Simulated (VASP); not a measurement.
# SiC: convergence, relaxation of the atoms

SiC, Imm2 (no. 44), 2 atoms in the cell. LDA; PAW potentials Si, C (LDA set). VASP 6.6.1. The cell is changed on purpose: last atom moved by 0.04 Å along z.

Wanted: energy within 2 meV/atom; shortest distances from each atom, periodic images included within 0.005 Å.

What the run is for: geometry; Accuracy asked: standard.

POSCAR:
```
SiC
1.0
    0.0000000000      2.1790000000      2.1790000000
    2.1790000000      0.0000000000      2.1790000000
    2.1790000000      2.1790000000      0.0000000000
Si C
1 1
Direct
    0.0000000000      0.0000000000      0.0000000000
    0.7591785200      0.7591785200      0.7408214800
```

The series start from Plane-wave cutoff (eV): 520; k-point mesh: 5 × 5 × 5; Ionic threshold (EDIFFG): -0.01; Electronic threshold (eV): 1e-6; Precision mode (PREC): Accurate; Relaxation algorithm: IBRION=2; Electronic steps between moves: NELMIN=4 ALGO=Normal. Each series keeps the choices made before it, and each single choice may use up half of a tolerance.

## Plane-wave cutoff (eV)

| Plane-wave cutoff (eV) | Energy less reference (meV/atom) | Shortest distances from each atom, periodic images included, largest deviation (Å) | SCF iterations | Time (s) |
|---|---|---|---|---|
| 360 | -2.2 | 0.0000 | 22 | 5.4 |
| 400 | -1.0 | 0.0000 | 22 | 6.1 |
| 460 | 0.9 | 0.0000 | 22 | 7.2 |
| 520 | 1.8 | 0.0000 | 22 | 7.9 |
| 640 (reference) | 0.0 | 0.0000 | 22 | 14 |

Chosen: 640; the next looser run is off by more than half of the tolerance, so convergence isn't shown beyond this value.

## k-point mesh

| k-point mesh | Energy less reference (meV/atom) | Shortest distances from each atom, periodic images included, largest deviation (Å) | SCF iterations | Time (s) |
|---|---|---|---|---|
| 3 × 3 × 3 | 254.1 | 0.0000 | 22 | 6.5 |
| 4 × 4 × 4 | 63.7 | 0.0000 | 22 | 11 |
| 5 × 5 × 5 | 17.8 | 0.0000 | 22 | 14 |
| 7 × 7 × 7 | 1.6 | 0.0000 | 22 | 26 |
| 9 × 9 × 9 (reference) | 0.0 | 0.0000 | 22 | 48 |

Chosen: 9 × 9 × 9; the next looser run is off by more than half of the tolerance, so convergence isn't shown beyond this value.

## Ionic threshold (EDIFFG)

| Ionic threshold (EDIFFG) | Energy less reference (meV/atom) | Shortest distances from each atom, periodic images included, largest deviation (Å) | SCF iterations | Time (s) |
|---|---|---|---|---|
| -0.1 | 0.0 | 0.0000 | 22 | 52 |
| -0.05 | 0.0 | 0.0000 | 22 | 51 |
| -0.02 | 0.0 | 0.0000 | 22 | 48 |
| -0.01 | 0.0 | 0.0000 | 22 | 48 |
| -0.005 | 0.0 | 0.0000 | 22 | 48 |
| -0.002 (reference) | 0.0 | 0.0000 | 22 | 47 |

Chosen: -0.1, the loosest value from which every tighter one stays within half of the tolerance.

## Electronic threshold (eV)

| Electronic threshold (eV) | Energy less reference (meV/atom) | Shortest distances from each atom, periodic images included, largest deviation (Å) | SCF iterations | Time (s) |
|---|---|---|---|---|
| 0.0001 | 0.0 | 0.0000 | 18 | 38 |
| 1e-5 | 0.0 | 0.0000 | 20 | 42 |
| 1e-6 | 0.0 | 0.0000 | 22 | 52 |
| 1e-7 (reference) | 0.0 | 0.0000 | 26 | 51 |

Chosen: 0.0001.

## Precision mode (PREC)

| Precision mode (PREC) | Energy less reference (meV/atom) | Shortest distances from each atom, periodic images included, largest deviation (Å) | SCF iterations | Time (s) |
|---|---|---|---|---|
| Normal | 0.0 | 0.0000 | 18 | 19 |
| Accurate (reference) | 0.0 | 0.0000 | 18 | 38 |

Chosen: Normal.

## Relaxation algorithm

| Relaxation algorithm | Energy less reference (meV/atom) | Shortest distances from each atom, periodic images included, largest deviation (Å) | SCF iterations | Time (s) |
|---|---|---|---|---|
| IBRION=2 | 0.0 | 0.0000 | 18 | 19 |
| IBRION=2 POTIM=0.2 | 0.0 | 0.0000 | 18 | 15 |
| IBRION=2 POTIM=0.8 | 0.0 | 0.0000 | 19 | 17 |
| IBRION=1 | 0.0 | 0.0000 | 18 | 15 |
| IBRION=1 POTIM=0.2 | 0.0 | 0.0000 | 18 | 15 |
| IBRION=1 POTIM=0.3 NFREE=3 | 0.1 | 0.0020 | 14 | 14 |
| IBRION=3 POTIM=0.2 SMASS=0.4 | 0.1 | 0.0029 | 34 | 30 |
| IBRION=3 POTIM=0.3 | 0.1 | 0.0024 | 18 | 19 |

Chosen: IBRION=1 POTIM=0.3 NFREE=3; it saves 5.4 s of 19, so IBRION=2 would do nearly as well.

## Electronic steps between moves

| Electronic steps between moves | Energy less reference (meV/atom) | Shortest distances from each atom, periodic images included, largest deviation (Å) | SCF iterations | Time (s) |
|---|---|---|---|---|
| NELMIN=4 ALGO=Normal | 0.0 | 0.0000 | 14 | 14 |
| ALGO=Normal | 0.0 | 0.0000 | 14 | 12 |
| NELMIN=4 MAXMIX=40 ALGO=Normal | 0.0 | 0.0000 | 14 | 12 |
| NELMIN=4 ALGO=Fast | 0.0 | 0.0000 | 15 | 12 |
| NELMIN=4 MAXMIX=40 ALGO=Fast | 0.0 | 0.0000 | 16 | 14 |

Chosen: ALGO=Normal; it saves 1.8 s of 14, so NELMIN=4 ALGO=Normal would do nearly as well.

## All choices together

| Input | Energy less reference (meV/atom) | Shortest distances from each atom, periodic images included, largest deviation (Å) | Time (s) |
|---|---|---|---|
| the program's defaults (naive) | 16.7 | 0.0000 | 2.6 |
| chosen settings | 0.1 | 0.0020 | 12 |
| reference settings throughout | 0.0 | 0.0000 | 52 |

The chosen settings stay within the tolerance of the reference run, but the reference itself isn't shown to be converged in: Plane-wave cutoff (eV), k-point mesh.

Values of the reference run: Shortest distances from each atom, periodic images included: 1.887, 1.887, 1.887, 1.887, 1.887, 1.887, 1.887, 1.887 Å.

## The input

INCAR:
```
  GGA = CA
  ISMEAR = 0
  SIGMA = 0.03
  LWAVE = F
  LCHARG = F
  ISIF = 2
  NSW = 120
  PREC = Normal
  LASPH = T
  LREAL = F
  ALGO = Normal
  EDIFF = 1E-4
  NELM = 120
  GGA_COMPAT = F
  IBRION = 1
  EDIFFG = -0.1
  ENCUT = 640
  EFERMI = MIDGAP
  KPAR = 2
  POTIM = 0.3
  NFREE = 3
```

KPOINTS:
```
Automatic mesh
0
Gamma
  9 9 9
  0 0 0
```

Commands:
```
cat potpaw_LDA.64/Si/POTCAR potpaw_LDA.64/C/POTCAR > POTCAR
mpirun -np 2 vasp_std > vasp.out
```

The chosen input took VASP 6.6.1 12 s on 2 cores (Intel Xeon Platinum 8375C @ 2.90GHz (Ice Lake)), a shared host.

## An input that fails: too few ionic steps

It gives no converged result.

Changes against the starting input:
```
- NSW = 120
- NELM = 120
+ NSW = 2
+ NELM = 76
```
